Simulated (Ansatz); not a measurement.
Bi (begun as A7 type, now R-3m), DFT, PBE, PAW with Ansatz's default frozen-core files, scalar-relativistic (Ansatz 0.2.0), on 1 thread of Arm Neoverse V2 (shared host).

Command: `ansatz run input.yaml --threads 1 --pin off --max-ram 2048MiB --backend cpu --events-out ev --progress --plain --runs-dir out`

```yaml
crystal:
  lattice:
    - [1.7155620744, -0.9904802255, 5.4974226196]
    - [0.0, 1.980960451, 5.4974226196]
    - [-1.7155620744, -0.9904802255, 5.4974226196]
  atoms:
    - { symbol: Bi, position: [0.2499996151, 0.2499996151, 0.2499996151] }
    - { symbol: Bi, position: [-0.2499996151, -0.2499996151, -0.2499996151] }
kpoints:
  mp_grid: { grid: [11, 11, 11] }
scf:
  occupations: { method: fermi_dirac, width: 0.05 }
hamiltonian:
  xc: pbe
  pseudopotentials: { kind: paw }
output:
  forces: true
  stress: true
  eigenvalues: true
  populations: true
```

Problem. How large is the problem that the program sets up?

Solution. 146 irreducible k-points, 1093 plane waves at Γ, 19 bands.

Problem. About how long does it take?

Solution. 8.4 s of wall time for 6 SCF iterations. Times on shared machines scatter by tens of per cent.
